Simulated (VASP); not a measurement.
# C (Fd-3m) in VASP: notebook

Runs on C. Level: PBE. Tasks: G0W0 quasiparticle levels.

Program: VASP 6.6.1. These are calculated values, not measurements. Logs are shortened: lines on timing, memory, paths and dates and some standing lists are left out, and cuts for length are marked.

## 1. The crystal as given

Symmetry: Fd-3m, No. 227, cubic system. The conventional cell has a = 3.567 Å, b = 3.567 Å, c = 3.567 Å, α = 90.00°, β = 90.00°, γ = 90.00°. C (site symmetry -43m) is surrounded by 4 C at 1.54 Å.

This isn't the form of C at room conditions, which is graphite.

## 2. G0W0 quasiparticle levels, PBE

Contents of POSCAR:

```
C
1.0
    0.0000000000      1.7833700000      1.7833700000
    1.7833700000      0.0000000000      1.7833700000
    1.7833700000      1.7833700000      0.0000000000
C
2
Direct
    0.7500000000      0.7500000000      0.7500000000
    0.5000000000      0.5000000000      0.5000000000
```

Contents of INCAR.step1:

```
SYSTEM = C
ALGO = Normal ; EDIFF = 1E-8
ENCUT = 450 ; GGA = PE
ISMEAR = 0 ; LASPH = .TRUE.
LCHARG = .FALSE. ; LREAL = .FALSE.
LWAVE = .TRUE. ; NELM = 60
PREC = Accurate ; SIGMA = 0.01
```

Contents of INCAR.step2:

```
SYSTEM = C
ALGO = Exact ; EDIFF = 1E-8
ENCUT = 450 ; GGA = PE
ISMEAR = 0 ; ISTART = 1
LASPH = .TRUE. ; LCHARG = .FALSE.
LOPTICS = .TRUE. ; LREAL = .FALSE.
LWAVE = .TRUE. ; NBANDS = 17
NELM = 1 ; PREC = Accurate
SIGMA = 0.01
```

Contents of INCAR.step3:

```
SYSTEM = C
ALGO = EVGW0 ; EDIFF = 1E-8
ENCUT = 450 ; ENCUTGW = 75
GGA = PE ; ISMEAR = 0
ISTART = 1 ; LASPH = .TRUE.
LCHARG = .FALSE. ; LREAL = .FALSE.
LWAVE = .FALSE. ; NBANDS = 17
NBANDSGW = 12 ; NELMGW = 1
NOMEGA = 48 ; PREC = Accurate
PRECFOCK = Fast ; SIGMA = 0.01
```

Contents of KPOINTS:

```
k-points
0
G
  3 3 3
  0 0 0
```

Potentials or basis: VASP PAW PBE potentials, release 64 (C_GW).

Launch:

```console
$ cat potpaw_PBE.64/C_GW/POTCAR > POTCAR
$ cp INCAR.step1 INCAR
$ mpirun -np 1 vasp_std > vasp.out
$ cp INCAR.step2 INCAR
$ mpirun -np 1 vasp_std > vasp.out
$ cp INCAR.step3 INCAR
$ mpirun -np 1 vasp_std > vasp.out
```

OUTCAR:

```text
SYSTEM = C
   EDIFF = 1E-8
   ENCUT = 450
   ENCUTGW = 75
   GGA = PE
   ISMEAR = 0
   ISTART = 1
   LASPH = .TRUE.
   LREAL = .FALSE.
   NELMGW = 1
   PREC = Accurate
   PRECFOCK = Fast

 Found      4 irreducible k-points:

 Following reciprocal coordinates:
            Coordinates               Weight
  0.000000  0.000000  0.000000      1.000000
  0.333333  0.000000  0.000000      8.000000
  0.333333  0.333333  0.000000      6.000000
 -0.333333  0.333333  0.000000     12.000000
   k-points           NKPTS =      4   k-points in BZ     NKDIM =     27   number of bands    NBANDS=     17
   number of dos      NEDOS =    301   number of ions     NIONS =      2
   total plane-waves  NPLWV =   5832
   dimension x,y,z NGX =    18 NGY =   18 NGZ =   18
   dimension x,y,z NGXF=    36 NGYF=   36 NGZF=   36
   ions per type =               2
   NGX,Y,Z   is equivalent  to a cutoff of  11.86, 11.86, 11.86 a.u.
   NGXF,Y,Z  is equivalent  to a cutoff of  23.73, 23.73, 23.73 a.u.
 SYSTEM =  C
   PREC   = accura    normal or accurate (medium, high low for compatibility)
   ISTART =      1    job   : 0-new  1-cont  2-samecut
   ICHARG =      0    charge: 1-file 2-atom 10-const
   ISPIN  =      1    spin polarized calculation?
   LNONCOLLINEAR =      F non collinear calculations
   LSORBIT =      F    spin-orbit coupling
   LASPH  =      T    aspherical Exc in radial PAW
   ENCUT  =  450.0 eV  33.07 Ry    5.75 a.u.   4.36  4.36  4.36*2*pi/ulx,y,z
   NELM   =     60;   NELMIN=  2; NELMDL=  0     # of ELM steps
   EDIFF  = 0.1E-07   stopping-criterion for ELM
   LREAL  =      F    real-space projection
   EDIFFG = 0.1E-06   stopping-criterion for IOM
   NSW    =      0    number of steps for IOM
   IBRION =     -1    ionic relax: 0-MD 1-quasi-New 2-CG
   NFREE  =      0    steps in history (QN), initial steepest desc. (CG)
   ISIF   =      0    stress and relaxation
   ISYM   =      3    0-nonsym 1-usesym 2-fastsym
   POTIM  = 0.5000    time-step for ionic-motion
   TEBEG  =    0.0;   TEEND  =   0.0 temperature during run
   PSTRESS=    0.0 pullay stress
   NELECT =       8.0000    total number of electrons
   NUPDOWN=      -1.0000    fix difference up-down
   EMIN   =  10.00;   EMAX   =-10.00  energy-range for DOS
   EFERMI =   0.00;   METHOD = LEGACY
   ISMEAR =     0;   SIGMA  =   0.01  broadening in eV -4-tet -1-fermi 0-gaus
   EFERMI_NEDOS =   21; number of points for ismear=-14 and -15
   IALGO  =     38    algorithm
   IMIX   =      4    mixing-type and parameters
     AMIX     =   0.40;   BMIX     =  1.00
     AMIX_MAG =   1.60;   BMIX_MAG =  1.00
  volume/ion in A,a.u.               =       5.67        38.28
  Fermi-wavevector in a.u.,A,eV,Ry     =   1.457203  2.753714 28.891161  2.123440
  Thomas-Fermi vector in A             =   2.574032
   LORBIT       =      0    0 simple, 1 ext, 2 COOP (PROOUT), +10 PAW based schemes
   GGA     = PE    functional components
   LHFCALC =     T    Hartree Fock is set to
   PRECFOCK=fast      Normal, Fast or Accurate (Low or Medium for compatibility)
   ENCUT4O =  -1.0   cutoff for four orbital integrals eV
   NKREDX  =     1    reduce k-point grid by
   NKREDY  =     1    reduce k-point grid by
   NKREDZ  =     1    reduce k-point grid by
   AEXX    =    1.0000 exact exchange contribution
   HFSCREEN=    0.0000 screening length (either q_TF or 0.3 A-1)
   HFSCREENC=   0.0000 screening length for correlation (either q_TF or 0.3 A-1)
   ENCUTFOCK=  -1.0 apply spherical cutoff to Coloumb kernel
   IVDW    =     0    specifies the selected vdW correction
   LEPSILON=     F    determine dielectric tensor
   LRPA    =     F    only Hartree local field effects (RPA)
   LRPAFORCE           =     F    calculate RPA forces
   ENCUTGW             =  75.0    cutoff for response function in eV
   ENCUTGWSOFT         =  60.0    soft cutoff for Coulomb kernel in GW response function in eV
   ENCUTLF             =  -1.0    cutoff for local field effects
   NELMGW              =     1    number of iterations in solving QP/BSE equation
   NELMHF              =     1    number of iterations in the inner HF iteration
   NKREDLFX            =     1    NKREDLFY  =   1   NKREDLFZ  =   1
 non-spin polarized calculation
 Gauss-broadening in eV      SIGMA  =   0.01
  energy-cutoff  :      450.00
  volume of cell :       11.34
 maximum number of plane-waves:       259
 NGX is ok and might be reduce to    18
  NGX = 10; NGY = 10; NGZ = 10
   NGX =  9   NGY =  9   NGZ =  9
 maximum number of plane-waves:        18
 NGX is ok and might be reduce to    10

 QP shifts <psi_nk| G(iteration)W_0 |psi_nk>: iteration 1
 for sc-GW calculations column KS-energies equals QP-energies in previous step
 and V_xc(KS)=  KS-energies - (<T + V_ion + V_H > + <T+V_H+V_ion>^1  + <V_x>^1)

 k-point   1 :       0.0000    0.0000    0.0000
  band No.  KS-energies  QP-energies   sigma(KS)   V_xc(KS)     V^pw_x(r,r')   Z            occupation Imag(sigma)

      1     -11.6473     -12.7602     -16.2380     -14.7556     -25.3472       0.7507       2.0000       1.5941
      2       9.8679      10.1679     -16.4518     -16.8171     -19.9899       0.8212       2.0000       0.1224
      3       9.8679      10.1679     -16.4518     -16.8171     -19.9899       0.8212       2.0000       0.1224
      4       9.8679      10.1679     -16.4518     -16.8171     -19.9899       0.8212       2.0000       0.1224
      5      15.4341      17.1894     -13.3605     -15.5106      -8.7983       0.8164       0.0000      -0.1268
      6      15.4341      17.1894     -13.3605     -15.5106      -8.7983       0.8164       0.0000      -0.1268
      7      15.4341      17.1894     -13.3605     -15.5106      -8.7983       0.8164       0.0000      -0.1268
      8      23.1878      24.9540     -14.1140     -16.3713      -7.5094       0.7825       0.0000      -0.3207
      9      29.1228      29.9904     -10.7166     -11.7768      -4.2105       0.8183       0.0000      -0.4815
     10      36.3294      38.2750     -11.5129     -13.8641      -5.7988       0.8275       0.0000      -0.5738
     11      36.3294      38.2750     -11.5129     -13.8641      -5.7988       0.8275       0.0000      -0.5738
     12      37.3230      38.8695      -9.5465     -11.4342      -3.1747       0.8192       0.0000      -0.9871

 k-point   2 :       0.3333    0.0000    0.0000
  band No.  KS-energies  QP-energies   sigma(KS)   V_xc(KS)     V^pw_x(r,r')   Z            occupation Imag(sigma)

      1      -8.6289      -9.6008     -16.2938     -15.0095     -24.6269       0.7567       2.0000       1.1628
      2       0.4696      -0.0417     -16.0039     -15.3535     -21.4005       0.7862       2.0000       0.2925
      3       7.5428       7.6525     -16.3185     -16.4522     -20.2433       0.8209       2.0000       0.1389
      4       7.5428       7.6525     -16.3185     -16.4522     -20.2433       0.8209       2.0000       0.1389
      5      18.1214      20.0124     -13.1300     -15.4507      -8.1198       0.8148       0.0000      -0.1568
      6      18.1214      20.0124     -13.1300     -15.4507      -8.1198       0.8148       0.0000      -0.1568
      7      18.4168      19.9730     -13.7221     -15.6419      -8.5146       0.8106       0.0000      -0.1691
      8      25.1074      27.0506     -12.5103     -14.9668      -5.9266       0.7910       0.0000      -0.3632
      9      30.7909      32.1553     -11.2405     -12.9350      -4.4913       0.8052       0.0000      -0.5652
     10      33.0309      34.7026     -11.0471     -13.0677      -5.0454       0.8273       0.0000      -0.5748
     11      33.0309      34.7026     -11.0471     -13.0677      -5.0454       0.8273       0.0000      -0.5748
     12      35.1274      36.7833     -11.2130     -13.3115      -3.9894       0.7891       0.0000      -0.8130

 k-point   3 :       0.3333    0.3333    0.0000
  band No.  KS-energies  QP-energies   sigma(KS)   V_xc(KS)     V^pw_x(r,r')   Z            occupation Imag(sigma)

      1      -7.6236      -8.5727     -16.2975     -15.0716     -24.3425       0.7743       2.0000       1.0653
      2       2.6743       2.3009     -16.6788     -16.2088     -21.8302       0.7945       2.0000       0.2335
      3       4.5424       4.3789     -16.0656     -15.8618     -20.5574       0.8025       2.0000       0.1780
      4       4.5424       4.3789     -16.0656     -15.8618     -20.5574       0.8025       2.0000       0.1780
      5      13.9803      15.1721     -12.7372     -14.1743      -8.1934       0.8293       0.0000      -0.1237
      6      17.5557      18.6741     -11.7697     -13.1240      -6.5909       0.8258       0.0000      -0.1529
      7      23.9194      26.3376     -13.5687     -16.6162      -7.4123       0.7935       0.0000      -0.3053
      8      23.9194      26.3376     -13.5687     -16.6162      -7.4123       0.7935       0.0000      -0.3053
      9      31.1641      33.2174     -12.9482     -15.5517      -5.9042       0.7886       0.0000      -0.6363
     10      33.0659      34.9604     -11.6164     -14.0015      -4.4506       0.7943       0.0000      -0.6830
     11      41.5289      43.8819     -11.1073     -13.8928      -5.1706       0.8447       0.0000      -1.0584
     12      44.4728      46.4217     -10.1135     -12.5072      -3.1983       0.8142       0.0000      -1.3424

 k-point   4 :      -0.3333    0.3333    0.0000
  band No.  KS-energies  QP-energies   sigma(KS)   V_xc(KS)     V^pw_x(r,r')   Z            occupation Imag(sigma)

      1      -4.2127      -5.0073     -16.6822     -15.6623     -23.8906       0.7791       2.0000       0.6932
      2      -1.0910      -1.7117     -16.4644     -15.6693     -22.6185       0.7806       2.0000       0.4119
      3       0.4601      -0.0416     -15.3622     -14.7311     -20.4133       0.7950       2.0000       0.2777
      4       5.1713       5.0602     -16.1553     -16.0176     -20.5476       0.8078       2.0000       0.1698
      5      16.1747      17.4174     -12.3306     -13.8331      -7.4417       0.8271       0.0000      -0.1391
      6      22.7827      25.1160     -13.3309     -16.2645      -7.3004       0.7953       0.0000      -0.2779
      7      23.3949      25.4984     -13.1531     -15.8044      -6.9698       0.7934       0.0000      -0.2921
      8      24.8609      27.0661     -13.4637     -16.2715      -6.8366       0.7854       0.0000      -0.3616
      9      26.7823      28.3267     -11.8837     -13.7675      -6.2290       0.8198       0.0000      -0.2978
     10      33.5173      35.1630     -10.9510     -12.9221      -5.2095       0.8349       0.0000      -0.5551
     11      34.6985      36.9861     -12.2530     -15.1757      -4.6899       0.7827       0.0000      -0.8253
     12      43.6201      45.3109      -9.9850     -12.0205      -3.2034       0.8306       0.0000      -1.2931
```

It used 2.2 s of CPU time on 1 thread of Intel(R) Xeon(R) 6975P-C (Granite Rapids), with other jobs on the host, which was overloaded at the time.

The run converged, but some of its settings lie outside the range that counts as converged, so its numbers aren't taken as properties of the crystal.

Results:

- Band gap on the k mesh, mean-field level: 4.11 eV, indirect (least direct gap 5.57 eV)
- Quasiparticle gap: 5.00 eV
- Least direct quasiparticle gap: 7.02 eV

Caveat: the k mesh is coarse (spacing up to 1.02 Å⁻¹), so the values aren't converged; the cutoff is under 1.25 times the usual one of these potentials, so pressure, stress and relaxed cells hold a basis-set (Pulay) error; bands, screening cutoff and mesh are small and nothing is extrapolated, so the quasiparticle values aren't converged; an odd mesh through Γ misses points on the zone boundary, where band edges often lie.

## 3. G0W0 quasiparticle levels, PBE

POSCAR is that of step 2.

INCAR.step1 is that of step 2.

INCAR.step2, as its differences from that of step 2:

```diff
@@ -6,3 +6,3 @@
 LOPTICS = .TRUE. ; LREAL = .FALSE.
-LWAVE = .TRUE. ; NBANDS = 17
+LWAVE = .TRUE. ; NBANDS = 16
 NELM = 1 ; PREC = Accurate
```

Contents of INCAR.step3:

```
SYSTEM = C
ALGO = EVGW0 ; EDIFF = 1E-8
ENCUT = 450 ; ENCUTGW = 150
GGA = PE ; ISMEAR = 0
ISTART = 1 ; LASPH = .TRUE.
LCHARG = .FALSE. ; LREAL = .FALSE.
LWAVE = .FALSE. ; NBANDS = 16
NBANDSGW = 12 ; NELMGW = 1
NOMEGA = 48 ; PREC = Accurate
PRECFOCK = Fast ; SIGMA = 0.01
```

KPOINTS is that of step 2.

Potentials or basis: VASP PAW PBE potentials, release 64 (C_GW).

Launch:

```console
$ cat potpaw_PBE.64/C_GW/POTCAR > POTCAR
$ cp INCAR.step1 INCAR
$ mpirun -np 1 vasp_std > vasp.out
$ cp INCAR.step2 INCAR
$ mpirun -np 1 vasp_std > vasp.out
$ cp INCAR.step3 INCAR
$ mpirun -np 1 vasp_std > vasp.out
```

OUTCAR:

```text
SYSTEM = C
   EDIFF = 1E-8
   ENCUT = 450
   ENCUTGW = 150
   GGA = PE
   ISMEAR = 0
   ISTART = 1
   LASPH = .TRUE.
   LREAL = .FALSE.
   NELMGW = 1
   PREC = Accurate
   PRECFOCK = Fast

 Found      4 irreducible k-points:

 Following reciprocal coordinates:
            Coordinates               Weight
[... 85 lines left out ...]
      1     -11.6473     -12.8880     -16.4166     -14.7556     -25.3472       0.7469       2.0000       1.6079
      2       9.8679       9.9799     -16.6810     -16.8171     -19.9899       0.8219       2.0000       0.1151
      3       9.8679       9.9799     -16.6810     -16.8171     -19.9899       0.8219       2.0000       0.1151
      4       9.8679       9.9799     -16.6810     -16.8171     -19.9899       0.8219       2.0000       0.1151
      5      15.4341      17.2328     -13.2980     -15.5106      -8.7983       0.8129       0.0000      -0.1276
      6      15.4341      17.2328     -13.2980     -15.5106      -8.7983       0.8129       0.0000      -0.1276
      7      15.4341      17.2328     -13.2980     -15.5106      -8.7983       0.8129       0.0000      -0.1276
      8      23.1878      24.9069     -14.1443     -16.3713      -7.5094       0.7719       0.0000      -0.3392
      9      29.1228      30.1108     -10.5667     -11.7768      -4.2105       0.8164       0.0000      -0.4585
     10      36.3294      38.6560     -11.0763     -13.8641      -5.7988       0.8346       0.0000      -0.5720
     11      36.3294      38.6560     -11.0763     -13.8641      -5.7988       0.8346       0.0000      -0.5720
     12      37.3230      38.7866      -9.6603     -11.4342      -3.1747       0.8251       0.0000      -1.0555
[... 36 lines left out ...]
      1      -4.2127      -5.1811     -16.8975     -15.6623     -23.8906       0.7840       2.0000       0.7175
      2      -1.0910      -1.8617     -16.6581     -15.6693     -22.6185       0.7794       2.0000       0.4197
      3       0.4601      -0.1493     -15.4972     -14.7311     -20.4133       0.7954       2.0000       0.2701
      4       5.1713       4.9009     -16.3523     -16.0176     -20.5476       0.8081       2.0000       0.1677
      5      16.1747      17.4954     -12.2307     -13.8331      -7.4417       0.8242       0.0000      -0.1385
      6      22.7827      25.0650     -13.3766     -16.2645      -7.3004       0.7903       0.0000      -0.2889
      7      23.3949      25.4486     -13.1968     -15.8044      -6.9698       0.7876       0.0000      -0.3047
      8      24.8609      26.9781     -13.5513     -16.2715      -6.8366       0.7784       0.0000      -0.3850
      9      26.7823      28.3879     -11.8128     -13.7675      -6.2290       0.8214       0.0000      -0.3034
     10      33.5173      35.3622     -10.7211     -12.9221      -5.2095       0.8382       0.0000      -0.5384
     11      34.6985      36.8536     -12.3995     -15.1757      -4.6899       0.7763       0.0000      -0.8507
     12      43.6201      45.4090      -9.8591     -12.0205      -3.2034       0.8277       0.0000      -1.2533
```

OUTCAR.step2:

```text
SYSTEM = C
   EDIFF = 1E-8
   ENCUT = 450
   GGA = PE
   ISMEAR = 0
[... 517 lines left out ...]
  --------------------------------------------------------------------------------------------------------------
     0.00000     9.76788     9.76788     9.76788    -0.00000    -0.00000     0.00000
     0.82527     9.85884     9.85884     9.85884    -0.00000    -0.00000     0.00000
     1.65054    10.15327    10.15327    10.15327    -0.00000    -0.00000     0.00000
     2.47581    10.72060    10.72060    10.72060    -0.00000    -0.00000     0.00000
     3.30109    11.74924    11.74924    11.74924    -0.00000    -0.00000     0.00000
     4.12636    13.85008    13.85008    13.85008    -0.00000    -0.00000     0.00000
[... 92 lines left out ...]
    80.87661     0.82377     0.82377     0.82377     0.00000     0.00000    -0.00000
    81.70188     0.82767     0.82767     0.82767     0.00000     0.00000    -0.00000
```

It used 2.2 s of CPU time on 1 thread of Intel(R) Xeon(R) 6975P-C (Granite Rapids) (shared host), which was overloaded at the time.

These settings aren't checked as converged: the numbers below hold their error.

What came out:

| Quantity | Value |
| --- | --- |
| Band gap on the k mesh, mean-field level | 4.11 eV, indirect (least direct gap 5.57 eV) |
| Quasiparticle gap | 5.27 eV |
| Least direct quasiparticle gap | 7.25 eV |

Caveat: the k mesh is coarse (spacing up to 1.02 Å⁻¹), so the values aren't converged; the cutoff is under 1.25 times the usual one of these potentials, so pressure, stress and relaxed cells hold a basis-set (Pulay) error; bands, screening cutoff and mesh are small and nothing is extrapolated, so the quasiparticle values aren't converged; an odd mesh through Γ misses points on the zone boundary, where band edges often lie.

## 4. For comparison

An earlier run on the cell as given: functional PBE; potentials or basis VASP PAW PBE potentials, release 64 (C); cutoff 520 eV; k mesh 13 × 13 × 13; occupations fermi-dirac, width 0.05 eV; no spin polarisation.

* Pressure: 2.5 GPa
* Band gap on the k mesh: 4.14 eV, indirect (least direct gap 5.59 eV)
